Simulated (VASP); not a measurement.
Runs of VASP 6.6.1 on LiF (Griceite). The structure is cubic, space group Fm-3m (No. 225). Conventional cell: a = 3.997 Å, b = 3.997 Å, c = 3.997 Å, α = 90.00°, β = 90.00°, γ = 90.00°. Li (site symmetry m-3m) is surrounded by 6 F at 2.00 Å. F (site symmetry m-3m) has 6 Li at 2.00 Å as nearest neighbours. 

```csv
task,level,potentials or basis,cell,cutoff (eV),gap on the mesh (eV)
band structure,r2SCAN,"VASP PAW PBE potentials, release 64 (Li_sv, F)",as given,520,10.50
band structure,LDA,"VASP PAW LDA potentials, release 64 (Li_sv, F)",as given,520,(a)
band structure,TB-mBJ,"VASP PAW PBE potentials, release 64 (Li_sv, F)",as given,520,12.80
relaxation of cell and atoms,PBEsol,"VASP PAW PBE potentials, release 64 (Li_sv, F)",relaxed,600,9.12
```

Alike in all rows: no spin polarisation; k mesh 12 × 12 × 12; smearing gaussian 0.03 eV.

**Question.** Fill in the values left out.

**Answer.** (a) 9.05.

Caveats: the relaxation stopped at its first step, so nothing moved (some runs).

A k mesh can miss the band edges.

Runs at the PBE level aren't shown here.
